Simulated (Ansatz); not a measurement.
The system is KBr.

```
Br K
1.0
     0.00000    3.30000    3.30000
     3.30000    0.00000    3.30000
     3.30000    3.30000    0.00000
Br K
1 1
Direct
  0.50000 0.50000 0.50000
  0.00000 0.00000 0.00000
```

Base run:

```yaml
Program: Ansatz 0.2.0
Functional: HSE06 form with a typed share of exact exchange
Potentials_or_basis: Ansatz PAW
Cutoff: "420 eV (not typed: the program's choice for these potentials)"
k_mesh: 4 × 4 × 4
Occupations: fermi-dirac, width 0.05 eV
Spin: no spin polarisation
```

Its results: band gap on the k mesh 5.38 eV, direct; pressure 0.5 GPa.

Task: The run is repeated on the same cell with these changes: share of exact exchange from 0.2 to 0.15. What comes out?

Result: Band gap on the k mesh 5.14 eV, direct; pressure 0.6 GPa.

Caveats: the PAW data sets come from PBE, with cores solved anew for the run's functional, which leaves a small shift of forces and pressure; the thresholds are loose for stress.

